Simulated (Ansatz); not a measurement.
Input of an Ansatz 0.2.0 run:

The input input.yaml:

```yaml
crystal:
  lattice:
    - [3.9883, 0.0, 0.0]
    - [0.0, 3.9883, 0.0]
    - [0.0, 0.0, 3.9883]
  atoms:
    - { symbol: Ta, position: [0.0, 0.0, 0.0] }
    - { symbol: K, position: [0.5, 0.5, 0.5] }
    - { symbol: O, position: [0.0, 0.0, 0.5] }
    - { symbol: O, position: [0.0, 0.5, 0.0] }
    - { symbol: O, position: [0.5, 0.0, 0.0] }
hamiltonian:
  xc: pbesol
  pseudopotentials: { kind: paw }
kpoints:
  mp_grid: { grid: [7, 7, 7] }
  band_path:
    path:
      - [[0.0, 0.0, 0.0], [0.0, 0.5, 0.0], [0.5, 0.5, 0.0], [0.0, 0.0, 0.0], [0.5, 0.5, 0.5], [0.0, 0.5, 0.0]]
      - [[0.5, 0.5, 0.0], [0.5, 0.5, 0.5]]
    npoints: 14
scf:
  occupations: { method: fermi_dirac, width: 0.05 }
  n_extra_bands: 12
output:
  forces: true
  stress: true
  eigenvalues: true
  fatbands: false
  write_density: true
  write_potential: true
  elf: true
  volumetric_format: npy
```

Potentials or basis: Ansatz PAW.

Launch:

```sh
$ ansatz run input.yaml --threads 2 --pin off --max-ram 5632MiB --backend cpu --events-out ev --progress --plain --runs-dir out
```

(1) Estimate the band gap on the k mesh.

(2) Estimate the band gap along the path.

(3) Estimate the pressure.

Answers

(1) 2.19 eV, indirect (least direct gap 2.74 eV).

(2) 2.13 eV, indirect (least direct gap 2.74 eV).

(3) -0.5 GPa.

Caveat: the k mesh misses the band edges, so the gap on the mesh is wider than the one along the path; the pressure holds a Pulay correction of +0.6 GPa for the finite cutoff; spin-orbit coupling is left out, which moves the levels of the heavy elements; the PAW data sets come from PBE, with cores solved anew for the run's functional, which leaves a small shift of forces and pressure.
